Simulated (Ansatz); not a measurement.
Band table of WS$_{2}$

```
W S
1.0
     1.60997    0.92952    6.28421
    -1.60997    0.92952    6.28421
     0.00000   -1.85903    6.28421
W S
1 2
Direct
  0.00000 0.00000 0.00000
  0.75030 0.75030 0.75030
  0.58100 0.58100 0.58100
```

Atoms are numbered in the order listed.

The geometry is COD entry 9012192, unchecked; take it as a test cell. The listed cell was then made from it by scaling, straining or moving an atom.

Spin–orbit coupling is left out, though it moves levels of the heavy atoms by tenths of an eV or more.

Theory: DFT, LDA, all-electron LAPW, scalar-relativistic (Ansatz 0.2.0).

Settings: a Γ-centred 13×13×13 k mesh, Fermi–Dirac smearing of 0.08 eV, basis error target 0.5 meV/atom, no spin polarisation.

Path points, in fractions of the reciprocal vectors: Γ (0.000, 0.000, 0.000), T (0.500, 0.500, 0.500), H2 (0.819, 0.181, 0.500), H0 (0.500, -0.181, 0.181), L (0.500, 0.000, 0.000), S0 (0.341, -0.341, 0.000), S2 (0.659, 0.000, 0.341), F (0.500, 0.000, 0.500). Levels in eV from the valence-band top; bands 28 to 42, counted from the lowest band of the run. The gap is 1.02 eV.

```
# k(1/Å) point b28 b29 b30 b31 b32 b33 b34 b35 b36 b37 b38 b39 b40 b41 b42
0.000 Γ -15.13 -13.33 -7.22 -3.27 -3.27 -2.13 -2.13 -1.46 -1.06 2.10 2.10 2.38 2.38 4.32 7.51
0.100 - -15.11 -13.36 -7.15 -3.27 -3.27 -2.12 -2.12 -1.85 -0.75 2.10 2.10 2.37 2.37 4.36 7.54
0.200 - -15.06 -13.46 -6.94 -3.28 -3.28 -2.43 -2.12 -2.12 -0.41 2.12 2.12 2.34 2.34 4.46 7.64
0.300 - -15.00 -13.57 -6.65 -3.28 -3.28 -2.99 -2.11 -2.11 -0.18 2.14 2.14 2.30 2.30 4.57 7.77
0.400 - -14.94 -13.67 -6.37 -3.44 -3.28 -3.28 -2.10 -2.10 -0.04 2.17 2.17 2.27 2.27 4.66 7.89
0.500 T -14.92 -13.71 -6.25 -3.62 -3.29 -3.29 -2.10 -2.10 0.00 2.18 2.18 2.25 2.25 4.69 7.94
0.749 - -14.73 -13.63 -6.02 -3.90 -3.76 -3.11 -2.43 -2.07 -0.35 1.97 2.07 2.17 2.58 5.51 8.56
0.998 - -14.22 -13.40 -5.46 -4.74 -4.36 -3.38 -2.76 -2.03 -1.13 1.62 1.94 2.28 3.33 6.83 8.07
1.246 - -13.54 -13.08 -5.70 -4.89 -4.71 -4.27 -3.02 -2.16 -1.44 1.73 2.20 2.40 3.93 6.35 8.09
1.495 - -12.96 -12.78 -6.04 -5.67 -4.48 -4.23 -3.89 -2.48 -1.12 1.92 2.47 2.78 4.19 5.83 6.82
1.744 H2 -12.74 -12.60 -6.10 -5.78 -4.87 -4.38 -3.82 -2.85 -0.60 1.20 2.46 3.29 4.46 5.85 6.29
1.813 - -12.73 -12.59 -6.11 -5.77 -4.89 -4.38 -3.79 -2.87 -0.59 1.18 2.46 3.27 4.47 5.75 6.45
1.883 - -12.73 -12.59 -6.11 -5.77 -4.90 -4.38 -3.76 -2.89 -0.58 1.17 2.47 3.26 4.49 5.66 6.60
1.952 - -12.73 -12.59 -6.11 -5.77 -4.90 -4.38 -3.76 -2.89 -0.58 1.17 2.47 3.26 4.49 5.66 6.60
2.022 - -12.73 -12.59 -6.11 -5.77 -4.89 -4.38 -3.79 -2.87 -0.59 1.18 2.46 3.27 4.47 5.75 6.45
2.091 H0 -12.74 -12.60 -6.10 -5.78 -4.87 -4.38 -3.82 -2.85 -0.60 1.20 2.46 3.29 4.46 5.85 6.29
2.233 - -12.76 -12.58 -6.08 -5.90 -4.90 -4.25 -3.69 -2.88 -0.65 1.24 2.45 3.12 4.45 5.49 7.13
2.374 - -12.85 -12.61 -6.28 -5.93 -4.86 -3.81 -3.64 -2.71 -0.89 1.56 2.56 2.88 4.24 5.09 8.08
2.516 - -12.95 -12.65 -6.62 -5.72 -4.90 -3.85 -2.92 -2.53 -1.10 1.86 2.57 2.99 3.92 4.66 7.53
2.657 - -13.03 -12.69 -6.85 -5.57 -4.94 -3.87 -2.45 -2.17 -1.30 2.06 2.46 3.38 3.60 4.32 6.72
2.799 L -13.06 -12.71 -6.93 -5.52 -4.96 -3.87 -2.42 -1.70 -1.55 2.12 2.43 3.43 3.64 4.20 6.34
3.027 - -13.32 -12.78 -6.64 -5.31 -4.93 -3.75 -2.34 -1.83 -1.72 2.00 2.01 3.35 3.59 5.01 6.55
3.254 - -13.92 -12.95 -6.16 -5.19 -4.48 -3.41 -2.20 -2.05 -1.66 1.46 1.88 2.99 3.37 6.03 7.46
3.482 - -14.53 -13.14 -6.51 -4.55 -3.60 -2.93 -2.67 -1.58 -1.21 1.32 1.98 2.42 2.94 6.12 8.24
3.710 - -14.97 -13.28 -7.02 -3.68 -3.12 -2.68 -2.37 -1.35 -1.00 1.84 2.12 2.18 2.43 5.03 8.11
3.938 Γ -15.13 -13.33 -7.22 -3.27 -3.27 -2.13 -2.13 -1.46 -1.06 2.10 2.10 2.38 2.38 4.32 7.51
4.204 - -14.91 -13.26 -6.96 -3.81 -3.07 -2.80 -2.50 -1.29 -1.05 1.72 2.08 2.14 2.55 5.26 8.24
4.469 - -14.33 -13.06 -6.30 -4.81 -3.78 -3.40 -2.67 -1.50 -1.29 1.10 1.91 2.31 3.41 6.68 8.17
4.735 - -13.56 -12.81 -6.04 -5.08 -4.97 -3.79 -3.08 -2.01 -1.34 1.06 2.27 2.68 4.02 6.83 7.60
5.001 - -12.94 -12.63 -6.13 -5.86 -4.68 -4.05 -3.73 -2.64 -0.96 1.46 2.53 2.65 4.42 5.94 7.21
5.267 S0 -12.73 -12.59 -6.11 -5.77 -4.91 -4.38 -3.75 -2.89 -0.58 1.17 2.47 3.25 4.49 5.65 6.63
5.334 - -12.73 -12.59 -6.11 -5.77 -4.91 -4.38 -3.75 -2.89 -0.58 1.16 2.46 3.25 4.49 5.68 6.60
5.402 - -12.73 -12.59 -6.11 -5.77 -4.92 -4.37 -3.76 -2.89 -0.58 1.16 2.45 3.26 4.48 5.73 6.52
5.469 - -12.73 -12.59 -6.11 -5.77 -4.92 -4.37 -3.76 -2.89 -0.58 1.16 2.45 3.26 4.48 5.73 6.52
5.537 - -12.73 -12.59 -6.11 -5.77 -4.91 -4.38 -3.75 -2.89 -0.58 1.16 2.46 3.25 4.49 5.68 6.60
5.604 S2 -12.73 -12.59 -6.11 -5.77 -4.91 -4.38 -3.75 -2.89 -0.58 1.17 2.47 3.25 4.49 5.65 6.63
5.728 - -12.76 -12.63 -6.05 -5.97 -4.63 -4.28 -3.89 -2.84 -0.70 1.38 2.58 3.27 4.24 5.97 6.33
5.853 - -12.83 -12.69 -6.30 -5.90 -4.56 -3.98 -3.71 -2.81 -0.87 1.71 2.76 3.15 3.88 5.75 6.79
5.977 - -12.91 -12.75 -6.57 -5.78 -4.60 -3.96 -2.99 -2.82 -1.02 1.98 2.66 3.36 3.53 5.29 7.34
6.102 - -12.96 -12.79 -6.74 -5.71 -4.65 -3.86 -2.93 -2.27 -1.21 2.08 2.54 3.16 3.86 4.92 6.88
6.226 F -12.98 -12.80 -6.80 -5.69 -4.67 -3.79 -2.97 -1.88 -1.39 2.08 2.52 3.04 4.08 4.78 6.61
```
